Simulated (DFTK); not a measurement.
KI:

```xyz
2
Lattice="0.0000 3.5328 3.5328 3.5328 0.0000 3.5328 3.5328 3.5328 0.0000" Properties=species:S:1:pos:R:3 pbc="T T T"
I     3.5328    3.5328    3.5328
K     0.0000    0.0000    0.0000
```

Base run:

* Program: DFTK 0.8.2
* Functional: PBE
* Potentials or basis: SPMS 1.0 (PBE)
* Cutoff: 816 eV
* k mesh: 7 × 7 × 7
* Occupations: fermi-dirac, width 0.05 eV
* Spin: no spin polarisation

Its results: band gap on the k mesh 3.96 eV, direct; pressure 0.6 GPa.

Question: The run is repeated on the same cell with these changes: functional from PBE to PBEsol; potentials or basis from SPMS 1.0 (PBE) to dojo.nc.sr.pbesol.v0_4_1.standard.upf (PBEsol); cutoff from 816 eV to 1007 eV. What comes out?

Answer: Band gap on the k mesh 3.82 eV, direct; pressure -0.3 GPa.

Caveats: spin-orbit coupling is left out, which moves the levels of the heavy elements; an odd mesh through Γ misses points on the zone boundary, where band edges often lie (some runs).

Not every run made on this cell is shown here.
